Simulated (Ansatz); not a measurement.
**Li (Lithium, Im-3m): phonons at finite temperature**

Wanted: self-consistent phonon frequencies, thermal pressure and a stability verdict for Lithium.

Program: Ansatz 0.2.0. Level of theory: DFT PBE, scalar-relativistic, plane waves, PAW; PAW set soft_1. Results are calculated unless marked as measured.

This is a report of a sequence of runs, with most program output left out.

**1. The starting structure**

It takes space group Im-3m (No. 229, cubic). Conventional cell: a = 3.509 Å, b = 3.509 Å, c = 3.509 Å, α = 90.00°, β = 90.00°, γ = 90.00°. Li has 8 Li at 3.04 Å nearest.

**2. A first coarse run**

Before spending time, one coarse run tells the gap and the pressure of the starting cell.

input.yaml reads:

```yaml
crystal:
  lattice:
    - [-1.75465, 1.75465, 1.75465]
    - [1.75465, -1.75465, 1.75465]
    - [1.75465, 1.75465, -1.75465]
  atoms:
    - { symbol: Li, position: [0.0, 0.0, 0.0] }
kpoints:
  mp_grid: { grid: [8, 8, 8] }
hamiltonian:
  xc: pbe
  pseudopotentials: { kind: paw, azcp: { folder: soft_1 } }
scf:
  occupations: { method: gaussian, width: 0.1 }
  lower_state_search: "off"
output:
  forces: true
  stress: true
  eigenvalues: true
```

Command:

```bash
ansatz run input.yaml --threads 8 --pin off --max-ram 16384MiB --backend cpu --events-out ev --progress --plain --runs-dir out
```

Run time: 0.73 s. Hardware: 8 threads of Arm Neoverse V1, shared host; peak memory 0.24 GiB; 1.2 s of CPU time.

This step gave:

- pressure: -0.7663 GPa
- volume per atom: 21.61 Å³/atom
- gap on the k-mesh: 0 eV

The start is under -0.77 GPa at this level and looks like a metal on this mesh.

**3. Relaxation**

Phonons are second derivatives about a minimum, so cell and atoms are relaxed first, inside the symmetry of the start.

input.yaml, as its differences from that of step 2:

```diff
@@ -8,3 +8,3 @@
 kpoints:
-  mp_grid: { grid: [8, 8, 8] }
+  mp_grid: { grid: [16, 16, 16] }
 hamiltonian:
@@ -19 +19,6 @@
   eigenvalues: true
+relax:
+  adjacent_minimum: "off"
+  f_tol: 0.005
+  max_steps: 80
+  cell: { stress_tol: 0.05 }
```

Wall time 1.2 s (8 threads); peak memory 0.29 GiB.

The steps of the relaxation:

```
step  energy less that of the first step (eV)  largest force component (eV/Å)  pressure (GPa)  volume (Å³)
   1                                   0.0000                          0.0000           -0.81        21.61
   2                                  -0.0024                          0.0000           -0.48        21.02
   3                                  -0.0036                          0.0000            0.04        20.20
  4*                                  -0.0036                          0.0000            0.04        20.20
```

Relaxation steps marked * repeat the geometry before them on a plane-wave basis chosen anew for their cell, so energy and pressure can jump there.

```
conventional cell, symmetrised  before  after  change
                         a (Å)   3.509  3.431  -2.2 %
                         b (Å)   3.509  3.431  -2.2 %
                         c (Å)   3.509  3.431  -2.2 %
              volume (Å³/atom)   21.61  20.20  -6.5 %
```

The relaxed structure:

```xyz
1
Lattice="-1.7157 1.7157 1.7157 1.7157 -1.7157 1.7157 1.7157 1.7157 -1.7157" Properties=species:S:1:pos:R:3 pbc="T T T"
Li    0.0000    0.0000    0.0000
```

Numbers from this step:

```yaml
pressure: 0.04071 GPa
volume_per_atom: 20.20 Å³/atom
```

The relaxation ends with a pressure of 0.04 GPa.

**4. Tight relaxation**

The relaxation is repeated with tighter thresholds on force and stress, since phonons are sensitive to what is left; a change of mesh or smearing in the input moves the cell too.

input.yaml, the sections that differ from step 3:

```yaml
crystal:
  lattice:
    - [-1.7156649717, 1.7156649717, 1.7156649717]
    - [1.7156649717, -1.7156649717, 1.7156649717]
    - [1.7156649717, 1.7156649717, -1.7156649717]
  atoms:
    - { symbol: Li, position: [0.0, 0.0, 0.0] }
kpoints:
  mp_grid: { grid: [18, 18, 18] }
scf:
  occupations: { method: methfessel_paxton, width: 0.2 }
  lower_state_search: "off"
relax:
  adjacent_minimum: "off"
  f_tol: 0.001
  max_steps: 60
  cell: { stress_tol: 0.01 }
# hamiltonian, output: as in step 3
```

Run time: 1.4 s. Hardware: 8 threads; peak memory 0.3 GiB; 8 s of CPU time.

Little changed from the start: no atom moved by 0.005 Å and no cell edge by 0.1 %.

Numbers from this step:

| Property | Result |
| --- | --- |
| pressure | -3.34e-4 GPa |
| volume per atom | 20.24 Å³/atom |

The residual pressure is -3.3e-4 GPa, small enough for phonons.

**5. Self-consistent phonons**

Harmonic theory ignores how far atoms move; here frames sampled at temperature supply the forces, and the run stops at an error target or a frame limit.

input.yaml reads:

```yaml
crystal:
  lattice:
    - [-1.7167361602, 1.7167361602, 1.7167361602]
    - [1.7167361602, -1.7167361602, 1.7167361602]
    - [1.7167361602, 1.7167361602, -1.7167361602]
  atoms:
    - { symbol: Li, position: [0.0, 0.0, 0.0] }
kpoints:
  mp_grid: { grid: [12, 12, 12] }
hamiltonian:
  xc: pbe
  pseudopotentials: { kind: paw, azcp: { folder: soft_1 } }
scf:
  occupations: { method: methfessel_paxton, width: 0.2 }
  lower_state_search: "off"
output:
  stress: true
  eigenvalues: true
phonons:
  method: fd
  supercell: [3, 3, 3]
  temperatures: { t_max: 1000, t_step: 50 }
  qpath:
    path:
      - [[0.0, 0.0, 0.0], [0.5, -0.5, 0.5], [0.0, 0.0, 0.5], [0.0, 0.0, 0.0], [0.25, 0.25, 0.25], [0.5, -0.5, 0.5]]
      - [[0.25, 0.25, 0.25], [0.0, 0.0, 0.5]]
    npoints: 10
  self_consistent:
    temperatures: [50.0, 200.0, 400.0]
    max_frames: 88
    max_frequency_error: 3.0
  dielectric: false
  interpolated_qmesh: [17, 17, 17]
```

Wall time 26 min (8 threads); peak memory 4.8 GiB; 3.4 h of CPU time.

Numbers from this step:

```yaml
frames_solved: 45
pressure_of_the_lattice_at_rest: 0.04343 GPa
```

50 K; each column in its own order of rank; one wavevector of each set of like ones; translations left out; no LO-TO term. Modes at 50K, by row:

```
    q1      q2      q3  rank  harmonic (cm⁻¹)  gaussian (cm⁻¹)  gaussian error (cm⁻¹)  hessian (cm⁻¹)  hessian error (cm⁻¹)  path integral (cm⁻¹)  path integral error (cm⁻¹)
     0       0  0.3333     1             25.7               58                    0.2            51.3                   0.4                  52.1                         0.3
     0       0  0.3333     2            157.4            161.2                    0.2           158.6                   0.3                 157.8                         0.3
     0       0  0.3333     3            279.2            283.6                    0.2           280.8                   0.3                 280.2                         0.4
     0  0.3333  0.3333     1            139.9            146.4                    0.2           136.7                   0.4                 134.1                         0.7
     0  0.3333  0.3333     2            285.5            291.4                    0.2           286.8                   0.4                 286.1                         0.6
     0  0.3333  0.3333     3            285.5            291.4                    0.2           286.8                   0.4                 286.1                         0.6
0.3333  0.3333  0.6667     1              261            268.8                    0.2           262.2                   0.3                 260.7                         0.8
0.3333  0.3333  0.6667     2            283.9            282.4                    0.1           279.2                   0.2                   278                         0.5
0.3333  0.3333  0.6667     3            283.9            282.4                    0.1           279.2                   0.2                   278                         0.5
```

200 K; each column in its own order of rank; one wavevector of each set of like ones; translations left out; no LO-TO term. Modes at 200K, by row:

```
    q1      q2      q3  rank  harmonic (cm⁻¹)  gaussian (cm⁻¹)  gaussian error (cm⁻¹)  hessian (cm⁻¹)  hessian error (cm⁻¹)  path integral (cm⁻¹)  path integral error (cm⁻¹)
     0       0  0.3333     1             25.7             75.5                    0.3            63.9                   0.6                  64.3                         0.4
     0       0  0.3333     2            157.4            161.5                    0.6           156.1                   0.6                 152.1                         0.7
     0       0  0.3333     3            279.2            285.4                    0.4           279.4                   0.5                 277.1                         0.6
     0  0.3333  0.3333     1            139.9            151.6                    0.4           135.8                   0.9                 127.4                           1
     0  0.3333  0.3333     2            285.5            293.6                    0.3           283.7                   0.5                 280.3                         0.8
     0  0.3333  0.3333     3            285.5            293.6                    0.3           283.7                   0.5                 280.3                         0.8
0.3333  0.3333  0.6667     1              261              273                    0.8           261.1                   1.2                 255.4                         1.2
0.3333  0.3333  0.6667     2            283.9            279.9                    0.2           272.8                   0.3                 267.4                         0.6
0.3333  0.3333  0.6667     3            283.9            279.9                    0.2           272.8                   0.3                 267.4                         0.6
```

400 K; each column in its own order of rank; one wavevector of each set of like ones; translations left out; no LO-TO term. Modes at 400K, by row:

```
    q1      q2      q3  rank  harmonic (cm⁻¹)  gaussian (cm⁻¹)  gaussian error (cm⁻¹)  hessian (cm⁻¹)  hessian error (cm⁻¹)  path integral (cm⁻¹)  path integral error (cm⁻¹)
     0       0  0.3333     1             25.7             87.1                    0.2            71.3                   0.5                     -                           -
     0       0  0.3333     2            157.4            162.2                    0.4           153.4                   0.4                     -                           -
     0       0  0.3333     3            279.2            288.7                    0.2           278.4                   0.4                     -                           -
     0  0.3333  0.3333     1            139.9            156.4                    0.3           135.5                   0.7                     -                           -
     0  0.3333  0.3333     2            285.5            297.2                    0.4           280.9                   0.9                     -                           -
     0  0.3333  0.3333     3            285.5            297.2                    0.4           280.9                   0.9                     -                           -
0.3333  0.3333  0.6667     1              261            277.2                    0.4           259.6                   0.6                     -                           -
0.3333  0.3333  0.6667     2            283.9            277.8                    0.4           265.7                   0.7                     -                           -
0.3333  0.3333  0.6667     3            283.9            277.8                    0.4           265.7                   0.7                     -                           -
```

By temperature, by row:

```
T (K)  verdict  pressure (GPa)  error (GPa)  vibrational free energy (eV/cell)  entropy (J/mol-cell/K)  free energy beyond the Gaussian (eV/cell)  mean-square displacement of the first Li, sum over three axes, rings (Å²)  rings doubtful
   50   stable          0.3079       0.0039                            0.03755                   2.636                                   -2.48e-4                                                                    0.05972           false
  200   stable          0.4158       0.0089                            0.02155                   17.95                                   -0.00136                                                                     0.1215           false
  400   stable          0.6874         0.01                           -0.03149                   31.97                                          -                                                                          -               -
```

Lowest frequency on the supercell's wavevectors (translations apart) against temperature:

```
temperature (K)  harmonic (cm⁻¹)  gaussian (cm⁻¹)  hessian (cm⁻¹)  path integral (cm⁻¹)
             50             25.8             58.0            51.3                  52.1
            200             25.8             75.5            63.9                  64.3
            400             25.8             87.0            71.3                     -
```

Free-energy Hessian at 400 K, interpolated by phonopy, no LO-TO term. Phonon branches along the path, in cm⁻¹:

```
    point  branch 1  branch 2  branch 3
        Γ         0         0         0
  halfway       205       215       215
        H       309       309       309
  halfway       214       256       316
        N        99       164       332
  halfway        44       134       220
        Γ         0         0         0
  halfway       126       126       252
        P       244       244       244
  halfway       162       292       292
        H       309       309       309
jump to P       244       244       244
  halfway       156       208       308
        N        99       164       332
```

The highest branch reaches 332 cm⁻¹ on this path, at N. The lowest value on the path is -7.8 cm⁻¹ between N and Γ (imaginary, drawn negative).

**6. Results**

```json
{
 "50 K": "stable; softest mode 51.3 cm⁻¹ (harmonic 25.8); pressure 0.308 GPa",
 "200 K": "stable; softest mode 63.9 cm⁻¹ (harmonic 25.8); pressure 0.416 GPa",
 "400 K": "stable; softest mode 71.3 cm⁻¹ (harmonic 25.8); pressure 0.687 GPa"
}
```

In words: At fixed cell Lithium is judged stable at 50 K, stable at 200 K and stable at 400 K. The crystal is harmonically stable on these wavevectors; at fixed cell its lowest frequency is 25.8 cm⁻¹ in the harmonic picture and 71.3 cm⁻¹ from the free energy at 400 K. The free-energy curvature lies below the Gaussian's frequency because the cubic (bubble) term lowers it; of these two only the curvature can turn negative. Between the supercell's wavevectors the interpolated curvature still turns negative (8i cm⁻¹), which interpolation from a small supercell can cause. At 400 K the largest relative shift among harmonically stable modes above 20 cm⁻¹ that exceeds three times its error is at q = (0, 0, 0.3333): 25.7 cm⁻¹ becomes 71.3 ± 0.5 cm⁻¹, matching modes by rank. The pressure column includes 0.043 GPa of the lattice at rest on the supercell's coarser k-mesh; in the Gaussian the ions' motion adds +0.64 GPa at 400 K, from the supercell's own modes alone. The path-integral sampling failed its own checks at 400 K, so those columns are empty. The cell is held fixed, the 27-atom supercell samples only its own wavevectors, and linewidths are not included; the verdicts are statistical. The cell of these runs is 6 % smaller in volume than the database cell; frequencies and all that rests on them shift with it.

[Logs are printed without paths, hosts, clocks, repeated set-up lines and the standing remarks that a program may print on its own settings, such as how far it seeks lower states.]

[Hosts, paths, dates, database ids (printed as entryN), source tags and the programs' standing remarks are cut or masked in the printed files.]

[A step with changed settings may run another functional than the one named; its input shows which.]
